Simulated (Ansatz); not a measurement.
Runs of Ansatz 0.2.0 on Au. The structure is cubic, space group Fm-3m (No. 225). Conventional cell: a = 4.070 Å, b = 4.070 Å, c = 4.070 Å, α = 90.00°, β = 90.00°, γ = 90.00°. Around Au (site symmetry m-3m) lie 12 Au at 2.88 Å. 

```tsv
task	level	potentials or basis	spin	cell	k mesh	cutoff (eV)	smearing	basis error allowed	mesh quality	gap on the mesh (eV)	pressure (GPa)	relaxed volume (Å³/atom)
band structure	PBEsol	all-electron LAPW, relativistic spinors	SOC, no magnetisation	as given	8 × 8 × 8	249	fermi-dirac 0.05 eV	0.001 eV/atom	coarse	-	1.3	-
single point	PBE	all-electron LAPW, scalar-relativistic	off	as given	4 × 4 × 4	231	fermi-dirac 0.03 eV	0.002 eV/atom	coarse	none	(a)	-
relaxation of cell and atoms	PBEsol+D3(BJ)	all-electron LAPW, scalar-relativistic	off	relaxed	11 × 11 × 11	-	fermi-dirac 0.05 eV	0.001 eV/atom	not flagged	-	0.0	16.45
single point	PBE	all-electron LAPW, scalar-relativistic	off	as given	11 × 11 × 11	249	gaussian 0.016 eV	0.001 eV/atom	not flagged	none	10.8	-
single point	PBE	all-electron LAPW, scalar-relativistic	off	as given	11 × 11 × 11	249	gaussian 0.021 eV	0.001 eV/atom	not flagged	none	10.8	-
relaxation of cell and atoms	RPBE+D3(BJ)	all-electron LAPW, scalar-relativistic	off	relaxed	11 × 11 × 11	-	fermi-dirac 0.05 eV	0.001 eV/atom	not flagged	-	0.0	14.97
```

Task: Estimate the missing entries.

Result: (a) 13.1.

Caveats: some runs use coarse meshes; the k mesh is thin for a metal, which can move the energy by tens of meV per atom (some runs); the volume moved by -11 % from the deposited cell, more than functionals usually miss (some runs).

A k mesh can miss the band edges, and rows without SOC leave out spin-orbit coupling on Au.

A gap of «none» marks a metal or a gap under the smearing width.
